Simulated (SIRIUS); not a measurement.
## Equation of state of MgS under PBE

The structure is cubic, space group Fm-3m (No. 225). The conventional cell has a = 5.203 Å, b = 5.203 Å, c = 5.203 Å, α = 90.00°, β = 90.00°, γ = 90.00°. S (site symmetry m-3m) is surrounded by 6 Mg at 2.60 Å. Around Mg (site symmetry m-3m) lie 6 S at 2.60 Å.

The cell was scaled at fixed shape and fractions and run with SIRIUS, SG15 1.2 PBE (norm-conserving), cutoff 1152 eV; PBE, k mesh 6 × 6 × 6 on the cell of 2 atoms, fermi-dirac occupations of 0.05 eV, no spin polarisation, no spin-orbit coupling. Energies are those that the program minimises, any entropy of the smearing included.

```tsv
V (Å³/atom)	energy over the lowest row (meV/atom)
16.5529	25.90
16.9051	?
17.2573	5.17
17.6095	0.83
17.9617	0.00
18.3139	2.35
18.6661	7.57
```

Q: Fit the third-order Birch-Murnaghan form, give V0, B0 and B′, and predict the energy left open.

A: With y = (V0/V)^(2/3), E = E0 + (9 V0 B0/16) [(y - 1)³ B′ + (y - 1)² (6 - 4y)]. Least squares through the rows shown give V0 = 17.8728 Å³/atom, E0 = -0.10 meV, B0 = 75.12 GPa (1 eV/Å³ = 160.218 GPa) and B′ = 4.06, with a largest miss of 0.00 meV. At V = 16.9051 the form with these constants gives 13.39 meV; the run gave 13.37 meV an atom. Other set-ups at this level, from all their volumes (Å³/atom, GPa): SIRIUS, PseudoDojo 0.4.1 PBE standard (scalar relativistic): V0 17.902, B0 73.9; SIRIUS, JTH 2.0 PBE (PAW): V0 17.944, B0 76.8; SIRIUS, PseudoDojo 0.5 PBE standard (scalar relativistic): V0 17.902, B0 73.9.
